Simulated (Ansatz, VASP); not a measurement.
**One calculation of InSb, two programs**

INCAR

```
  PREC = Accurate
  ENCUT = 520
  EDIFF = 1E-8
  ISMEAR = -1
  SIGMA = 0.05
  LREAL = F
  LASPH = T
  NELM = 100
  ALGO = Normal
  ISIF = 2
  LWAVE = F
  LCHARG = F
  GGA = PS
  LEFG = T
  NBANDS = 16
```

KPOINTS

```
Automatic mesh
0
Gamma
  9 9 9
```

POSCAR

```
InSb
1.0
    0.0000000000      3.2391000000      3.2067090000
    3.2391000000      0.0000000000      3.2067090000
    3.2391000000      3.2391000000      0.0000000000
In Sb
1 1
Direct
    0.0000000000      0.0000000000      0.0000000000
    0.7500000000      0.7500000000      0.7500000000
```

Input for Ansatz:

```yaml
crystal:
  lattice:
    - [0.0, 3.2391, 3.206709]
    - [3.2391, 0.0, 3.206709]
    - [3.2391, 3.2391, 0.0]
  atoms:
    - { symbol: In, position: [0.0, 0.0, 0.0] }
    - { symbol: Sb, position: [0.75, 0.75, 0.75] }
kpoints:
  mp_grid: { grid: [9, 9, 9] }
scf:
  occupations: { method: fermi_dirac, width: 0.05 }
hamiltonian:
  xc: pbesol
  pseudopotentials: { kind: paw }
output:
  forces: true
  stress: true
  eigenvalues: true
  efg: { contact_densities: true }
```

Change from the starting cell: zz strain of -1 %, PAW files.

Alike in both runs: task electric field gradients; functional PBEsol; k mesh 9 × 9 × 9; occupations fermi-dirac, width 0.05 eV; no spin polarisation.

|  | VASP | Ansatz |
| --- | --- | --- |
| version | VASP 6.6.1 | Ansatz 0.2.0 |
| potentials or method | VASP PAW PBE potentials, release 64 (In_d, Sb) | PAW with Ansatz's default frozen-core files, scalar-relativistic |
| plane-wave cutoff (eV) | 520 | 420 |
| valence electrons in the cell | 18 | 28 |

VASP gave:

- pressure (GPa): 1.4
- largest component of the traceless stress (GPa): 0.18
- Vzz of the field gradient on the site that differs most (V/Å²): -2.2

**Question.** What did Ansatz give for the same quantities?

**Answer.** Pressure (GPa): 1.3; largest component of the traceless stress (GPa): 0.18; Vzz of the field gradient on the site that differs most (V/Å²): -2.5.

The two sets of potentials don't hold the same shells in valence. Ansatz warned: «gradients_without_spin_orbit».

Caveats: the PAW data sets were made with another functional, which shifts forces and pressure a little (VASP). Spin-orbit coupling is left out, which matters for the levels of Sb.
